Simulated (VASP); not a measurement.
# CdTe (F-43m) in VASP: notebook, part 2 of 2

VASP 6.6.1. The steps go on from the part before.

### Step 3. Single point, PBE

INCAR reads:

```
SYSTEM = CdTe
PREC = Accurate
ENCUT = 520
EDIFF = 1E-7
ISMEAR = 0
SIGMA = 0.02
LREAL = .False.
LASPH = .True.
NELM = 60
ALGO = Normal
ISIF = 2
LWAVE = .False.
LCHARG = .False.
GGA = PE
```

KPOINTS reads:

```
regular mesh
0
Gamma
  4 4 4
  0 0 0
```

POSCAR reads:

```
CdTe
1.0
    0.0000000000      3.2050000000      3.2050000000
    3.2050000000      0.0000000000      3.2050000000
    3.2050000000      3.2050000000      0.0000000000
Cd Te
1 1
Direct
    0.0000000000      0.0000000000      0.0000000000
    0.2500000000      0.2500000000      0.2500000000
```

Potentials or basis: VASP PAW PBE potentials, release 64 (Cd, Te).

Command:

```sh
$ cat potpaw_PBE.64/Cd/POTCAR potpaw_PBE.64/Te/POTCAR > POTCAR
$ mpirun -np 1 vasp_std > vasp.out
```

OUTCAR:

```text
SYSTEM = CdTe
   PREC = Accurate
   ENCUT = 520
   EDIFF = 1E-7
   ISMEAR = 0
   LREAL = .False.
   LASPH = .True.
   NELM = 60
   ISIF = 2
   GGA = PE

 ion  position               nearest neighbor table
   1  0.000  0.000  0.000-   2 2.78   2 2.78   2 2.78   2 2.78
   2  0.250  0.250  0.250-   1 2.78   1 2.78   1 2.78   1 2.78

  LATTYP: Found a face centered cubic cell.
 ALAT       =     6.4100000000

  Lattice vectors:

 A1 = (   0.0000000000,   3.2050000000,   3.2050000000)
 A2 = (   3.2050000000,   0.0000000000,   3.2050000000)
 A3 = (   3.2050000000,   3.2050000000,   0.0000000000)

Analysis of symmetry for initial positions (statically):
=====================================================================
 Subroutine PRICEL returns:
 Original cell was already a primitive cell.

 Routine SETGRP: Setting up the symmetry group for a
 face centered cubic supercell.

 Subroutine GETGRP returns: Found 24 space group operations
 (whereof 24 operations were pure point group operations)
 out of a pool of 48 trial point group operations.

The static configuration has the point symmetry T_d .

Analysis of symmetry for dynamics (positions and initial velocities):
=====================================================================
 Subroutine PRICEL returns:
 Original cell was already a primitive cell.

 Routine SETGRP: Setting up the symmetry group for a
 face centered cubic supercell.

 Subroutine GETGRP returns: Found 24 space group operations
 (whereof 24 operations were pure point group operations)
 out of a pool of 48 trial point group operations.

The dynamic configuration has the point symmetry T_d .

 Subroutine INISYM returns: Found 24 space group operations
 (whereof 24 operations are pure point group operations),
 and found     1 'primitive' translations

----------------------------------------------------------------------------------------

                                     Primitive cell

  volume of cell :      65.8437

  direct lattice vectors                    reciprocal lattice vectors
     0.000000000  3.205000000  3.205000000    -0.156006240  0.156006240  0.156006240
     3.205000000  0.000000000  3.205000000     0.156006240 -0.156006240  0.156006240
     3.205000000  3.205000000  0.000000000     0.156006240  0.156006240 -0.156006240

  length of vectors
     4.532554467  4.532554467  4.532554467     0.270210734  0.270210734  0.270210734

  position of ions in fractional coordinates (direct lattice)
     0.000000000  0.000000000  0.000000000
     0.250000000  0.250000000  0.250000000

  ion indices of the primitive-cell ions
   primitive index   ion index
                 1           1
                 2           2

----------------------------------------------------------------------------------------

 KPOINTS: regular mesh

Automatic generation of k-mesh.
 Grid dimensions read from file:
 generate k-points for:    4    4    4

 Generating k-lattice:

  Cartesian coordinates                     Fractional coordinates (reciprocal lattice)
[... 23 lines left out ...]
  0.500000  0.500000  0.000000      3.000000
 -0.250000  0.500000  0.250000      6.000000
   k-points           NKPTS =      8   k-points in BZ     NKDIM =      8   number of bands    NBANDS=     13
   number of dos      NEDOS =    301   number of ions     NIONS =      2
   total plane-waves  NPLWV =  46656
   dimension x,y,z NGX =    36 NGY =   36 NGZ =   36
   dimension x,y,z NGXF=    72 NGYF=   72 NGZF=   72
   ions per type =               1   1
   NGX,Y,Z   is equivalent  to a cutoff of  13.20, 13.20, 13.20 a.u.
   NGXF,Y,Z  is equivalent  to a cutoff of  26.41, 26.41, 26.41 a.u.
 SYSTEM =  CdTe
   PREC   = accura    normal or accurate (medium, high low for compatibility)
   ISTART =      0    job   : 0-new  1-cont  2-samecut
   ICHARG =      2    charge: 1-file 2-atom 10-const
   ISPIN  =      1    spin polarized calculation?
   LNONCOLLINEAR =      F non collinear calculations
   LSORBIT =      F    spin-orbit coupling
   LASPH  =      T    aspherical Exc in radial PAW
   ENCUT  =  520.0 eV  38.22 Ry    6.18 a.u.   8.43  8.43  8.43*2*pi/ulx,y,z
   NELM   =     60;   NELMIN=  2; NELMDL= -5     # of ELM steps
   EDIFF  = 0.1E-06   stopping-criterion for ELM
   LREAL  =      F    real-space projection
   EDIFFG = 0.1E-05   stopping-criterion for IOM
   NSW    =      0    number of steps for IOM
   IBRION =     -1    ionic relax: 0-MD 1-quasi-New 2-CG
   NFREE  =      0    steps in history (QN), initial steepest desc. (CG)
   ISIF   =      2    stress and relaxation
   ISYM   =      2    0-nonsym 1-usesym 2-fastsym
   POTIM  = 0.5000    time-step for ionic-motion
   TEBEG  =    0.0;   TEEND  =   0.0 temperature during run
   PSTRESS=    0.0 pullay stress
   NELECT =      18.0000    total number of electrons
   NUPDOWN=      -1.0000    fix difference up-down
   EMIN   =  10.00;   EMAX   =-10.00  energy-range for DOS
   EFERMI =   0.00;   METHOD = LEGACY
   ISMEAR =     0;   SIGMA  =   0.02  broadening in eV -4-tet -1-fermi 0-gaus
   EFERMI_NEDOS =   21; number of points for ismear=-14 and -15
   IALGO  =     38    algorithm
   IMIX   =      4    mixing-type and parameters
     AMIX     =   0.40;   BMIX     =  1.00
     AMIX_MAG =   1.60;   BMIX_MAG =  1.00
  volume/ion in A,a.u.               =      32.92       222.17
  Fermi-wavevector in a.u.,A,eV,Ry     =   1.062497  2.007828 15.359610  1.128899
  Thomas-Fermi vector in A             =   2.197950
   LORBIT       =      0    0 simple, 1 ext, 2 COOP (PROOUT), +10 PAW based schemes
   GGA     = PE    functional components
   LHFCALC =     F    Hartree Fock is set to
   AEXX    =    0.0000 exact exchange contribution
   IVDW    =     0    specifies the selected vdW correction
   LEPSILON=     F    determine dielectric tensor
   LRPA    =     F    only Hartree local field effects (RPA)
 non-spin polarized calculation
 Gauss-broadening in eV      SIGMA  =   0.02
  energy-cutoff  :      520.00
  volume of cell :       65.84
 maximum number of plane-waves:      1807
 NGX is ok and might be reduce to    36
   NGX = 17   NGY = 17   NGZ = 17

 number of electron      17.9999995 magnetization

 Free energy of the ion-electron system (eV)
  ---------------------------------------------------
  ext. energy  EPLUGINS =         0.00000000
  ---------------------------------------------------
  free energy    TOTEN  =        -4.66094275 eV

  energy without entropy =       -4.66094275  energy(sigma->0) =       -4.66094275

 E-fermi :   2.7887     XC(G=0):  -8.7174

 val. band max:        2.6820099212   @ k =   0.0000   0.0000   0.0000
 cond. band min:       3.5438155254   @ k =   0.0000   0.0000   0.0000
 fundamental gap:      0.8618056042
 Fermi energy:         2.7887466987

 k-point     1 :       0.0000    0.0000    0.0000
  band No.  band energies     occupation
      1      -8.6817      2.00000
      2      -5.7552      2.00000
      3      -5.7552      2.00000
      4      -5.7552      2.00000
      5      -5.4719      2.00000
      6      -5.4719      2.00000
      7       2.6820      2.00000
      8       2.6820      2.00000
      9       2.6820      2.00000
     10       3.5438      0.00000
     11       7.2393      0.00000
     12       7.2393      0.00000
     13       7.2393      0.00000
[... 98 lines left out ...]
  band No.  band energies     occupation
      1      -8.1270      2.00000
      2      -5.6199      2.00000
      3      -5.6171      2.00000
      4      -5.5040      2.00000
      5      -5.4728      2.00000
      6      -4.8405      2.00000
      7      -1.6780      2.00000
      8       0.2163      2.00000
      9       0.3344      2.00000
     10       7.0429      0.00000
     11       7.3452      0.00000
     12       8.2685      0.00000
     13       8.9482      0.00000

------------------------ aborting loop because EDIFF is reached ----------------------------------------

  FORCE on cell =-STRESS in cart. coord.  units (eV):
  Direction    XX          YY          ZZ          XY          YZ          ZX
  --------------------------------------------------------------------------------------
  -------------------------------------------------------------------------------------
  Total        1.9106434      1.9106434      1.9106434     -0.0000000      0.0000000      0.0000000
  in kB       46.4917743     46.4917743     46.4917743     -0.0000000      0.0000000      0.0000000
  external PRESSURE =      46.4917743 kB  Pullay stress =       0.0000000 kB

 VOLUME and BASIS-vectors are now :
 -----------------------------------------------------------------------------
  energy-cutoff  :      520.00
  volume of cell :       65.84
      direct lattice vectors                 reciprocal lattice vectors
     0.000000000  3.205000000  3.205000000    -0.156006240  0.156006240  0.156006240
     3.205000000  0.000000000  3.205000000     0.156006240 -0.156006240  0.156006240
     3.205000000  3.205000000  0.000000000     0.156006240  0.156006240 -0.156006240

 POSITION                                       TOTAL-FORCE (eV/Angst)
 -----------------------------------------------------------------------------------
      0.00000      0.00000      0.00000        -0.000000     -0.000000      0.000000
      1.60250      1.60250      1.60250         0.000000      0.000000     -0.000000
 -----------------------------------------------------------------------------------
    total drift:                               -0.000000     -0.000000     -0.000000

  FREE ENERGIE OF THE ION-ELECTRON SYSTEM (eV)
  ---------------------------------------------------
  free  energy   TOTEN  =        -4.6609427542 eV

  energy  without entropy=       -4.6609427542  energy(sigma->0) =       -4.66094275
```

stdout:

```text
POSCAR found type information on POSCAR CdTe
 POSCAR found :  2 types and       2 ions
 scaLAPACK will be used
 LDA part: xc-table for (Slater+PW92), standard interpolation
 POSCAR, INCAR and KPOINTS ok, starting setup
 FFT: planning ... GRIDC
 FFT: planning ... GRID_SOFT
 FFT: planning ... GRID
 WAVECAR not read
 entering main loop
```

Run time: 5.7 s. Hardware: 1 thread of Intel Xeon 6975P-C (Granite Rapids), shared host; peak memory 0.2 GiB.

Results:

```
Free energy            : -4.6609 eV
Pressure               : 4.6 GPa
Band gap on the k mesh : 0.86 eV, direct
```

Caveat: the k mesh is coarse (spacing up to 0.42 Å⁻¹), so the values aren't converged; spin-orbit coupling is left out, which moves the levels of the heavy elements.

### Step 4. Single point, PBE

INCAR is that of step 3.

KPOINTS reads:

```
regular mesh
0
Gamma
  6 6 6
  0 0 0
```

POSCAR is that of step 3.

Command:

```sh
$ cat potpaw_PBE.64/Cd/POTCAR potpaw_PBE.64/Te/POTCAR > POTCAR
$ mpirun -np 1 vasp_std > vasp.out
```

Wall time 8.9 s (1 thread of Intel Xeon 6975P-C (Granite Rapids), shared host); peak memory 0.21 GiB.

It converged, with:

* Free energy: -4.7211 eV
* Pressure: 4.4 GPa
* Band gap on the k mesh: 0.87 eV, direct

Levels at points of the mesh, in eV from the valence-band top:
| k point | band 5 | band 6 | band 7 | band 8 | band 9 | band 10 | band 11 | band 12 | band 13 |
| --- | --- | --- | --- | --- | --- | --- | --- | --- | --- |
| (0.00, 0.00, 0.00) | -8.13 | -8.13 | 0.00 | 0.00 | 0.00 | 0.87 | 4.57 | 4.57 | 4.57 |
| (0.50, 0.00, 0.00) | -8.12 | -7.74 | -4.62 | -0.83 | -0.83 | 1.85 | 5.17 | 5.17 | 7.10 |
| (0.50, 0.50, 0.00) | -8.09 | -7.59 | -4.47 | -1.98 | -1.98 | 2.53 | 2.66 | 9.03 | 9.30 |

Caveat: spin-orbit coupling is left out, which moves the levels of the heavy elements.

### Step 5. How close it comes

Step 4. Measured gap of CdTe: 1.607 eV (0 K; a printed reference work, data compilation). This calculation gives 0.87 eV (-0.74 eV). Spin-orbit coupling on Cd, Te is left out. The value is that of PBE, without temperature or zero-point motion. Semilocal functionals fall short of measured gaps as a rule.
